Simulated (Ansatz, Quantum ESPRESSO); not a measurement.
# Evanescent states of BeSe, zinc blende type, lattice constant set to 4.973 Å, part 2 of 3

How good a tunnel barrier is BeSe, zinc blende type, lattice constant set to 4.973 Å?

Quantum ESPRESSO 7.5; plane-wave DFT, PBE, GBRV ultrasoft pseudopotentials; cross-check by Ansatz 0.2.0 with PAW datasets.

So far. Step 2 (Ground state): The run needed 8 iterations to bring the estimated error under 1e-09 Ry.

The structure was built from a prototype and need not be the compound's stable phase.

### Step 3. Complex band structure

Level of this step: complex band structure by pwcond; plane-wave DFT, PBE, GBRV ultrasoft pseudopotentials (Quantum ESPRESSO).

ikind = 0 solves one period of the crystal for all kz, real and complex, at each energy and k across. ewind and epsproj trim the two-dimensional plane-wave basis; nz1 sets the subslabs.

Contents of cbs.in:

```
&inputcond
  outdir = './out'
  prefixl = 'scf'
  band_file = 'cbs'
  ikind = 0
  ewind = 4.0
  epsproj = 1e-05
  nz1 = 7
  energy0 = 4.48
  denergy = -0.16
/
4
  0.00000000 0.00000000 1.00000000
  0.50000000 0.00000000 1.00000000
  0.50000000 0.50000000 1.00000000
  0.25000000 0.00000000 1.00000000
41
```

The run is started by

```console
$ OMP_NUM_THREADS=1 mpirun -n 2 pwcond.x -in cbs.in > cbs.out
```

The log of the run:

```text
[banner, memory and clock lines left out]
Program PWCOND v.7.5 starts

          URL

     ./out/scf.save/

     IMPORTANT: XC functional enforced from input :
     Exchange-correlation= PBE
                           (   1   4   3   4   0   0   0)
     Any further DFT definition will be discarded
     Please, verify this is what you really want

     Reading collected, re-writing distributed wavefunctions

===== INPUT FILE containing the left lead =====

     GEOMETRY:

     lattice parameter (alat)  =       6.6451  a.u.
     the volume                =     414.9750 (a.u.)^3
     the cross section         =      44.1575 (a.u.)^2
     l of the unit cell        =       1.4142 (alat)
     number of atoms/cell      =            4
     number of atomic types    =            2

     crystal axes: (cart. coord. in units of alat)
               a(1) = (  1.0000  0.0000  0.0000 )
               a(2) = (  0.0000  1.0000  0.0000 )
               a(3) = (  0.0000  0.0000  1.4142 )

   Cartesian axes

     site n.     atom                  positions (alat units)
          1        Be     tau(  1)=(  0.0000  0.0000  1.4142  )
          2        Se     tau(  2)=(  0.5000  0.0000  0.3536  )
          3        Be     tau(  3)=(  0.5000  0.5000  0.7071  )
          4        Se     tau(  4)=(  0.0000  0.5000  1.0607  )

     nr1s                      =           27
     nr2s                      =           27
     nr3s                      =           40
     nr1sx                     =           27
     nr2sx                     =           27
     nr3sx                     =           40
     nr1                       =           30
     nr2                       =           30
     nr3                       =           45
     nr1x                      =           30
     nr2x                      =           30
     nr3x                      =           45

 _______________________________
  Radii of nonlocal spheres:

     type       ibeta     ang. mom.          radius (alat units)
       Be         1         0                    0.2433
       Be         2         0                    0.2433
       Be         3         0                    0.2433
       Be         4         1                    0.2433
       Be         5         1                    0.2433
       Be         6         2                    0.2433
       Se         1         0                    0.2721
       Se         2         0                    0.2721
       Se         3         1                    0.2721
       Se         4         1                    0.2721
       Se         5         2                    0.2721
       Se         6         2                    0.2721
----- General information -----

----- Complex band structure calculation -----

     nrx                       =           27
     nry                       =           27
     nz1                       =            7

     energy0               =         4.5E+00
     denergy               =        -1.6E-01
     nenergy               =         41
     ecut2d                =         4.0E+01
     ewind                 =         4.0E+00
     epsproj               =         1.0E-05

     number of k_|| points=    4
                       cryst. coord.
        k(    1) = (   0.0000000   0.0000000), wk =   0.2500000
        k(    2) = (   0.5000000   0.0000000), wk =   0.2500000
        k(    3) = (   0.5000000   0.5000000), wk =   0.2500000
        k(    4) = (   0.2500000   0.0000000), wk =   0.2500000
----- Information about left lead -----

     nocros                   =           14
     noins                    =           50
     norb                     =           78
     norbf                    =           78
     nrz                      =           40

      iorb      type   ibeta   ang. mom.   m       position (alat)
        1        1       1        0        1   taunew(   1)=(  0.0000  0.0000  0.0000)
        2        1       2        0        1   taunew(   2)=(  0.0000  0.0000  0.0000)
        3        1       3        0        1   taunew(   3)=(  0.0000  0.0000  0.0000)
        4        1       4        1        1   taunew(   4)=(  0.0000  0.0000  0.0000)
        5        1       4        1        2   taunew(   5)=(  0.0000  0.0000  0.0000)
        6        1       4        1        3   taunew(   6)=(  0.0000  0.0000  0.0000)
        7        1       5        1        1   taunew(   7)=(  0.0000  0.0000  0.0000)
        8        1       5        1        2   taunew(   8)=(  0.0000  0.0000  0.0000)
        9        1       5        1        3   taunew(   9)=(  0.0000  0.0000  0.0000)
       10        1       6        2        1   taunew(  10)=(  0.0000  0.0000  0.0000)
       11        1       6        2        2   taunew(  11)=(  0.0000  0.0000  0.0000)
       12        1       6        2        3   taunew(  12)=(  0.0000  0.0000  0.0000)
       13        1       6        2        4   taunew(  13)=(  0.0000  0.0000  0.0000)
       14        1       6        2        5   taunew(  14)=(  0.0000  0.0000  0.0000)
       15        2       1        0        1   taunew(  15)=(  0.5000  0.0000  0.3536)
       16        2       2        0        1   taunew(  16)=(  0.5000  0.0000  0.3536)
       17        2       3        1        1   taunew(  17)=(  0.5000  0.0000  0.3536)
       18        2       3        1        2   taunew(  18)=(  0.5000  0.0000  0.3536)
       19        2       3        1        3   taunew(  19)=(  0.5000  0.0000  0.3536)
       20        2       4        1        1   taunew(  20)=(  0.5000  0.0000  0.3536)
       21        2       4        1        2   taunew(  21)=(  0.5000  0.0000  0.3536)
       22        2       4        1        3   taunew(  22)=(  0.5000  0.0000  0.3536)
       23        2       5        2        1   taunew(  23)=(  0.5000  0.0000  0.3536)
       24        2       5        2        2   taunew(  24)=(  0.5000  0.0000  0.3536)
       25        2       5        2        3   taunew(  25)=(  0.5000  0.0000  0.3536)
       26        2       5        2        4   taunew(  26)=(  0.5000  0.0000  0.3536)
       27        2       5        2        5   taunew(  27)=(  0.5000  0.0000  0.3536)
       28        2       6        2        1   taunew(  28)=(  0.5000  0.0000  0.3536)
       29        2       6        2        2   taunew(  29)=(  0.5000  0.0000  0.3536)
       30        2       6        2        3   taunew(  30)=(  0.5000  0.0000  0.3536)
       31        2       6        2        4   taunew(  31)=(  0.5000  0.0000  0.3536)
       32        2       6        2        5   taunew(  32)=(  0.5000  0.0000  0.3536)
       33        1       1        0        1   taunew(  33)=(  0.5000  0.5000  0.7071)
[...]
58        2       5        2        4   taunew(  58)=(  0.0000  0.5000  1.0607)
       59        2       5        2        5   taunew(  59)=(  0.0000  0.5000  1.0607)
       60        2       6        2        1   taunew(  60)=(  0.0000  0.5000  1.0607)
       61        2       6        2        2   taunew(  61)=(  0.0000  0.5000  1.0607)
       62        2       6        2        3   taunew(  62)=(  0.0000  0.5000  1.0607)
       63        2       6        2        4   taunew(  63)=(  0.0000  0.5000  1.0607)
       64        2       6        2        5   taunew(  64)=(  0.0000  0.5000  1.0607)
       65        1       1        0        1   taunew(  65)=(  0.0000  0.0000  1.4142)
       66        1       2        0        1   taunew(  66)=(  0.0000  0.0000  1.4142)
       67        1       3        0        1   taunew(  67)=(  0.0000  0.0000  1.4142)
       68        1       4        1        1   taunew(  68)=(  0.0000  0.0000  1.4142)
       69        1       4        1        2   taunew(  69)=(  0.0000  0.0000  1.4142)
       70        1       4        1        3   taunew(  70)=(  0.0000  0.0000  1.4142)
       71        1       5        1        1   taunew(  71)=(  0.0000  0.0000  1.4142)
       72        1       5        1        2   taunew(  72)=(  0.0000  0.0000  1.4142)
       73        1       5        1        3   taunew(  73)=(  0.0000  0.0000  1.4142)
       74        1       6        2        1   taunew(  74)=(  0.0000  0.0000  1.4142)
       75        1       6        2        2   taunew(  75)=(  0.0000  0.0000  1.4142)
       76        1       6        2        3   taunew(  76)=(  0.0000  0.0000  1.4142)
       77        1       6        2        4   taunew(  77)=(  0.0000  0.0000  1.4142)
       78        1       6        2        5   taunew(  78)=(  0.0000  0.0000  1.4142)
    k slab    z(k)  z(k+1)     crossing(iorb=1,norb)
    1   0.0000 0.0354 0.0354   111111111111110000000000000000000000000000000000000000000000000000000000000000
    2   0.0354 0.0707 0.0354   111111111111110000000000000000000000000000000000000000000000000000000000000000
    3   0.0707 0.1061 0.0354   111111111111111111111111111111110000000000000000000000000000000000000000000000
    4   0.1061 0.1414 0.0354   111111111111111111111111111111110000000000000000000000000000000000000000000000
    5   0.1414 0.1768 0.0354   111111111111111111111111111111110000000000000000000000000000000000000000000000
    6   0.1768 0.2121 0.0354   111111111111111111111111111111110000000000000000000000000000000000000000000000
    7   0.2121 0.2475 0.0354   111111111111111111111111111111110000000000000000000000000000000000000000000000
    8   0.2475 0.2828 0.0354   000000000000001111111111111111110000000000000000000000000000000000000000000000
    9   0.2828 0.3182 0.0354   000000000000001111111111111111110000000000000000000000000000000000000000000000
   10   0.3182 0.3536 0.0354   000000000000001111111111111111110000000000000000000000000000000000000000000000
   11   0.3536 0.3889 0.0354   000000000000001111111111111111110000000000000000000000000000000000000000000000
   12   0.3889 0.4243 0.0354   000000000000001111111111111111110000000000000000000000000000000000000000000000
   13   0.4243 0.4596 0.0354   000000000000001111111111111111110000000000000000000000000000000000000000000000
   14   0.4596 0.4950 0.0354   000000000000001111111111111111111111111111111100000000000000000000000000000000
   15   0.4950 0.5303 0.0354   000000000000001111111111111111111111111111111100000000000000000000000000000000
   16   0.5303 0.5657 0.0354   000000000000001111111111111111111111111111111100000000000000000000000000000000
   17   0.5657 0.6010 0.0354   000000000000001111111111111111111111111111111100000000000000000000000000000000
   18   0.6010 0.6364 0.0354   000000000000001111111111111111111111111111111100000000000000000000000000000000
   19   0.6364 0.6718 0.0354   000000000000000000000000000000001111111111111100000000000000000000000000000000
   20   0.6718 0.7071 0.0354   000000000000000000000000000000001111111111111100000000000000000000000000000000
   21   0.7071 0.7425 0.0354   000000000000000000000000000000001111111111111100000000000000000000000000000000
   22   0.7425 0.7778 0.0354   000000000000000000000000000000001111111111111100000000000000000000000000000000
   23   0.7778 0.8132 0.0354   000000000000000000000000000000001111111111111111111111111111111100000000000000
   24   0.8132 0.8485 0.0354   000000000000000000000000000000001111111111111111111111111111111100000000000000
   25   0.8485 0.8839 0.0354   000000000000000000000000000000001111111111111111111111111111111100000000000000
   26   0.8839 0.9192 0.0354   000000000000000000000000000000001111111111111111111111111111111100000000000000
   27   0.9192 0.9546 0.0354   000000000000000000000000000000001111111111111111111111111111111100000000000000
   28   0.9546 0.9899 0.0354   000000000000000000000000000000000000000000000011111111111111111100000000000000
   29   0.9899 1.0253 0.0354   000000000000000000000000000000000000000000000011111111111111111100000000000000
   30   1.0253 1.0607 0.0354   000000000000000000000000000000000000000000000011111111111111111100000000000000
   31   1.0607 1.0960 0.0354   000000000000000000000000000000000000000000000011111111111111111100000000000000
   32   1.0960 1.1314 0.0354   000000000000000000000000000000000000000000000011111111111111111100000000000000
   33   1.1314 1.1667 0.0354   000000000000000000000000000000000000000000000011111111111111111100000000000000
   34   1.1667 1.2021 0.0354   000000000000000000000000000000000000000000000011111111111111111111111111111111
   35   1.2021 1.2374 0.0354   000000000000000000000000000000000000000000000011111111111111111111111111111111
   36   1.2374 1.2728 0.0354   000000000000000000000000000000000000000000000011111111111111111111111111111111
   37   1.2728 1.3081 0.0354   000000000000000000000000000000000000000000000011111111111111111111111111111111
   38   1.3081 1.3435 0.0354   000000000000000000000000000000000000000000000011111111111111111111111111111111
   39   1.3435 1.3789 0.0354   000000000000000000000000000000000000000000000000000000000000000011111111111111
   40   1.3789 1.4142 0.0354   000000000000000000000000000000000000000000000000000000000000000011111111111111
 ngper, shell number =          137          22
 ngper, n2d =          137         118
---  E-Ef =    4.4800000  k =    0.0000000   0.0000000
---  ie =          1  ik =          1
 Nchannels of the left tip =            2
 Right moving states:
   k1(2pi/a)   k2(2pi/a)   E-Ef (eV)
   0.2344281   0.0000000   4.4800000
  -0.2470166  -0.0000000   4.4800000
 Left moving states:
   k1(2pi/a)   k2(2pi/a)   E-Ef (eV)
  -0.2344284   0.0000000   4.4800000
   0.2470174  -0.0000000   4.4800000

---  E-Ef =    4.3200000  k =    0.0000000   0.0000000
---  ie =          2  ik =          1
 Nchannels of the left tip =            2
 Right moving states:
   k1(2pi/a)   k2(2pi/a)   E-Ef (eV)
   0.1751706   0.0000000   4.3200000
  -0.3033472  -0.0000000   4.3200000
 Left moving states:
   k1(2pi/a)   k2(2pi/a)   E-Ef (eV)
  -0.1751710   0.0000000   4.3200000
   0.3033481  -0.0000000   4.3200000
[... further energies and points left out ...]
---  E-Ef =   -1.7600000  k =    0.2500000   0.0000000
---  ie =         40  ik =          4
 Nchannels of the left tip =            2
 Right moving states:
   k1(2pi/a)   k2(2pi/a)   E-Ef (eV)
   0.4520588  -0.0000000  -1.7600000
   0.4730336  -0.0000000  -1.7600000
 Left moving states:
   k1(2pi/a)   k2(2pi/a)   E-Ef (eV)
  -0.4520588   0.0000000  -1.7600000
  -0.4730372  -0.0000000  -1.7600000

---  E-Ef =   -1.9200000  k =    0.2500000   0.0000000
---  ie =         41  ik =          4
 Nchannels of the left tip =            2
 Right moving states:
   k1(2pi/a)   k2(2pi/a)   E-Ef (eV)
   0.4003106  -0.0000000  -1.9200000
   0.4496609  -0.0000000  -1.9200000
 Left moving states:
   k1(2pi/a)   k2(2pi/a)   E-Ef (eV)
  -0.4003106   0.0000000  -1.9200000
  -0.4496645  -0.0000000  -1.9200000

Note: The following floating-point exceptions are signalling: IEEE_UNDERFLOW_FLAG
Note: The following floating-point exceptions are signalling: IEEE_UNDERFLOW_FLAG
```

Wall time 2.3 min (2 MPI ranks of Arm Neoverse V1, shared host); peak memory 0.13 GiB; 4.6 min of CPU time.

This step gave:

| Quantity | Value |
| --- | --- |
| peak of the smallest κ at the zone centre | 0.275 Å⁻¹ |
| energy of the peak at the zone centre | 1.92 eV |
| peak of the smallest κ at (1/4, 0) | 0.33 Å⁻¹ |

K across = (0, 0) in the cell's reciprocal vectors; values within 0.0025 1/Å of each other count once, columns are sorted by size at each energy, a dash where no further value was kept. Table of Im kz of the slowest decaying states by energy, zero at the highest filled level of the SCF mesh:

```csv
energy (eV),decay 1 (Å⁻¹),decay 2 (Å⁻¹),decay 3 (Å⁻¹)
-1.92,0.863,1.84,1.85
-1.60,0.83,1.73,1.81
-1.28,0.797,1.64,1.79
-0.96,0.763,1.56,1.77
-0.64,0.728,1.49,1.75
-0.32,0.691,1.42,1.73
-0.16,0.672,1.39,1.72
0.00,0.01,0.014,0.652
0.16,0.102,0.129,0.631
0.48,0.169,0.211,0.588
0.80,0.209,0.258,0.541
1.12,0.237,0.289,0.488
1.44,0.257,0.31,0.427
1.76,0.27,0.322,0.352
2.08,0.25,0.279,0.328
2.40,0.283,0.329,0.804
2.72,0.284,0.324,0.71
2.88,0.283,0.32,0.659
3.20,0.277,0.308,0.552
3.52,0.268,0.29,0.431
3.84,0.255,0.266,0.287
4.16,0.233,0.238,1.40
4.48,0.188,0.219,1.37
```

K across = (0, 0) in the cell's reciprocal vectors. The Re kz of states that move upwards by energy, zero at the highest filled level of the SCF mesh:

```csv
energy (eV),channel 1 (Å⁻¹),channel 2 (Å⁻¹),channel 3 (Å⁻¹)
-1.92,-0.437,0.628,0.628
-1.76,-0.589,-0.589,-0.412
-1.44,-0.502,-0.502,-0.361
-1.28,-0.460,-0.460,-0.334
-0.96,-0.377,-0.377,-0.280
-0.80,-0.335,-0.335,-0.251
-0.64,-0.292,-0.292,-0.221
-0.32,-0.196,-0.196,-0.150
-0.16,-0.135,-0.135,-0.104
0.00,-,-,-
0.32,-,-,-
0.48,-,-,-
0.80,-,-,-
0.96,-,-,-
1.12,-,-,-
1.44,-,-,-
1.60,-,-,-
1.76,-,-,-
2.08,-,-,-
2.24,-,-,-
2.56,0.202,-,-
2.72,0.282,-,-
2.88,0.348,-,-
3.20,0.465,-,-
3.36,0.521,-,-
3.52,0.577,-,-
3.84,-0.571,-,-
4.00,-0.511,-,-
4.32,-0.383,0.221,-
4.48,-0.312,0.296,-
```

K across = (1/2, 0) in the cell's reciprocal vectors; values within 0.0025 1/Å of each other count once, columns are sorted by size at each energy, a dash where no further value was kept. The Im kz of the slowest decaying states by energy, zero at the highest filled level of the SCF mesh:

```csv
energy (eV),decay 1 (Å⁻¹),decay 2 (Å⁻¹),decay 3 (Å⁻¹)
-1.92,0.707,1.46,2.26
-1.76,0.635,1.44,2.25
-1.60,0.539,1.42,2.25
-1.44,0.378,1.40,-
-1.28,1.39,2.23,2.46
-1.12,0.096,0.372,1.37
-0.96,0.144,0.497,1.35
-0.64,0.204,0.608,1.32
-0.48,0.226,0.639,1.30
-0.32,0.244,0.662,1.28
-0.16,0.26,0.679,1.26
0.00,0.274,0.692,1.24
0.16,0.285,0.701,1.22
0.32,0.296,0.708,1.20
0.48,0.304,0.712,1.19
0.64,0.312,0.715,1.17
0.80,0.319,0.716,1.15
0.96,0.324,0.716,1.12
1.12,0.328,0.714,1.10
1.44,0.334,0.707,1.06
1.60,0.336,0.703,1.04
1.76,0.336,0.697,1.02
1.92,0.336,0.69,0.994
2.08,0.335,0.683,0.971
2.24,0.333,0.675,0.947
2.40,0.33,0.666,0.923
2.56,0.326,0.656,0.899
2.72,0.321,0.646,0.873
2.88,0.315,0.635,0.847
3.04,0.308,0.623,0.82
3.20,0.299,0.61,0.792
3.52,0.278,0.581,0.732
3.68,0.264,0.566,0.7
3.84,0.248,0.55,0.667
4.00,0.23,0.532,0.631
4.16,0.207,0.513,-
4.32,0.179,0.494,0.551
4.48,0.141,0.472,0.504
```

K across = (1/2, 1/2) in the cell's reciprocal vectors; values within 0.0025 1/Å of each other count once, columns are sorted by size at each energy, a dash where no further value was kept. Table of Im kz of the slowest decaying states by energy, zero at the highest filled level of the SCF mesh:

```csv
energy (eV),decay 1 (Å⁻¹),decay 2 (Å⁻¹),decay 3 (Å⁻¹)
-1.92,0.322,0.351,2.15
-1.60,0.339,0.38,2.13
-1.28,0.349,0.401,2.11
-0.96,0.352,0.415,2.09
-0.64,0.351,0.425,2.07
-0.32,0.345,0.43,2.06
-0.16,0.34,0.431,2.05
0.00,0.335,0.432,2.04
0.16,0.328,0.431,2.03
0.48,0.313,0.428,2.01
0.80,0.292,0.421,1.99
1.12,0.267,0.412,1.97
1.44,0.236,0.4,1.95
1.76,0.195,0.384,1.93
2.08,0.138,0.365,1.91
2.40,0.342,1.89,2.00
2.72,0.314,1.87,1.98
2.88,0.299,1.86,1.97
3.20,0.262,1.83,1.95
3.52,0.216,1.81,1.92
3.84,0.151,1.79,1.9
4.16,1.77,1.88,2.03
4.48,1.75,1.85,2.01
```

K across = (1/4, 0) in the cell's reciprocal vectors; values within 0.0025 1/Å of each other count once, columns are sorted by size at each energy, a dash where no further value was kept. Table of Im kz of the slowest decaying states by energy, zero at the highest filled level of the SCF mesh:

```csv
energy (eV),decay 1 (Å⁻¹),decay 2 (Å⁻¹),decay 3 (Å⁻¹)
-1.92,0.108,1.15,1.46
-1.76,0.101,1.13,1.45
-1.44,0.04,1.10,1.42
-1.28,1.08,1.40,1.69
-0.96,1.04,1.37,1.67
-0.80,1.02,1.36,1.65
-0.64,0.085,1.00,1.34
-0.32,0.178,0.963,1.31
-0.16,0.152,0.205,0.943
0.00,0.226,0.923,1.28
0.32,0.262,0.316,0.881
0.48,0.276,0.348,0.859
0.80,0.297,0.398,0.815
0.96,0.306,0.418,0.792
1.12,0.312,0.435,0.768
1.44,0.323,0.462,0.719
1.60,0.326,0.473,0.693
1.76,0.328,0.483,0.666
2.08,0.33,0.498,0.608
2.24,0.329,0.503,0.578
2.56,0.324,0.51,0.984
2.72,0.321,0.472,0.513
2.88,0.316,0.43,0.514
3.20,0.302,0.329,0.512
3.36,0.263,0.294,0.508
3.52,0.17,0.283,0.504
3.84,0.258,0.489,0.814
4.00,0.242,0.479,0.793
4.32,0.199,0.449,0.753
4.48,0.168,0.429,0.733
```

(Part 2 of 3 ends here.)

[Logs are printed without paths, hosts, clocks, repeated set-up lines and the standing remarks that a program may print on its own settings, such as how far it seeks lower states.]

[Hosts, paths, dates, database ids (printed as entryN), source tags and the programs' standing remarks are cut or masked in the printed files.]

[Maps of the electrostatic potential energy from Ansatz leave out the sawtooth potential of an applied field or a dipole correction, so their vacuum need not be flat; planar profiles and work functions include it.]
